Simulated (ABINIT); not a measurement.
Here is an ABINIT 10.8.3 (patched build) calculation.

File run.abi:

```
# Pseudopotentials
pp_dirpath "./"
pseudos "Ga.upf, N.upf"

# Structure
acell 3*1.0
rprim
     0.0000000000     4.2584989699     4.2584989699
     4.2584989699     0.0000000000     4.2584989699
     4.2584989699     4.2584989699     0.0000000000
ntypat 2
znucl 31 7
natom 2
typat 1 2
xcart
     0.0000000000     0.0000000000     0.0000000000
     2.1292494849     2.1292494849     2.1292494849

# Plane-wave basis
ecut 36.0

# k points
kptopt 1
ngkpt 8 8 8
nshiftk 1
shiftk 0.0 0.0 0.0

# Exchange and correlation
ixc -116133

# Bands and occupations
nband 13
occopt 3
tsmear 0.00183747

# SCF cycle
nstep 100
tolvrs 1.0e-10

# Output
iomode 3
prtwf 0
prtden 0
prteig 0
prtebands 0
enunit 1
```

Potentials or basis: PseudoDojo NC SR PBEsol v0.4.1 standard.

The run is started by

```console
$ abinit run.abi > log 2>&1
```

Q: What does it give for the band gap on the k mesh?

A: 1.70 eV, direct.

Q: Estimate the pressure.

A: -3.0 GPa.

**Experimental background.**

From a printed reference work, textbook, for a bulk crystal of GaN at 0 K: band gap 3.299 eV (direct).

Measured gap of GaN: 3.299 eV (direct; 0 K; a printed reference work, textbook). This calculation gives 1.70 eV (-1.59 eV). Spin-orbit coupling on Ga is left out. The value is that of PBEsol, without temperature or zero-point motion. Semilocal functionals fall short of measured gaps as a rule. The cell is a database's relaxed one, not the measured one, which moves gaps too.
